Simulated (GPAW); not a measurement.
Wanted: an ASE script for a GPAW 26.7.0 run.

| Property | Result |
| --- | --- |
| Task | single point |
| Functional | PBE |
| Potentials or basis | GPAW PAW data sets (gpaw-data 1.2.1) |
| Cutoff | 600 eV |
| Basis | pw |
| k mesh | 9 × 9 × 9 |
| Occupations | gaussian, width 0.012 eV |
| Spin | collinear spin, ferromagnetic start |
| Starting moments | [1.0, 0.0, 0.0] μB |
| Maxiter | 150 |

The structure of Si2Ni lies in POSCAR:

```
Si2Ni
1.0
    0.0000000000      2.7030000000      2.7030000000
    2.7030000000      0.0000000000      2.7030000000
    2.7030000000      2.7030000000      0.0000000000
Ni Si
1 2
Direct
    0.0000000000      0.0000000000      0.0000000000
    0.7500000000      0.7500000000      0.7500000000
    0.2500000000      0.2500000000      0.2500000000
```

One way to write it, as run:

run.py

```python
from ase.dft.bandgap import bandgap
from ase.io import read, write
from ase.units import GPa
from gpaw import GPAW, PW

atoms = read('POSCAR')
atoms.set_initial_magnetic_moments([1.0, 0.0, 0.0])

calc = GPAW(mode=PW(600),
            xc='PBE',
            kpts={'size': (9, 9, 9), 'gamma': True},
            occupations={'name': 'methfessel-paxton', 'order': 0, 'width': 0.012},
            nbands=24,
            convergence={'density': 1e-05, 'energy': 1e-05},
            maxiter=150,
            txt='gpaw.txt')
atoms.calc = calc
energy = atoms.get_potential_energy()
forces = atoms.get_forces()
stress = atoms.get_stress()
calc.write('gs.gpw')
write('result.traj', atoms)
print(f'Energy: {energy:.6f} eV')
print('Forces (eV/A):')
print(forces.round(4))
print('Stress (GPa):', (stress / GPa).round(3))
print('Moments:', calc.get_magnetic_moments().round(3))
print('Fermi level:', round(calc.get_fermi_level(), 4), 'eV')
print(f'Gap: {bandgap(calc)[0]:.4f} eV, direct: {bandgap(calc, direct=True)[0]:.4f} eV')
```

Potentials or basis: GPAW PAW data sets (gpaw-data 1.2.1), pw.

Launch:

```bash
$ OMP_NUM_THREADS=1 python run.py
```

It gave:

```yaml
Pressure: 5.3 GPa
Band_gap_on_the_k_mesh: none (metal or under the smearing width)
Net_moment: 0.00 μB per cell
```

Caveat: the stock nickel data set gives pressures a few GPa off other programs.

It took 50 s on 1 thread of Arm Neoverse V2, on a shared host, peak memory 0.2 GiB.
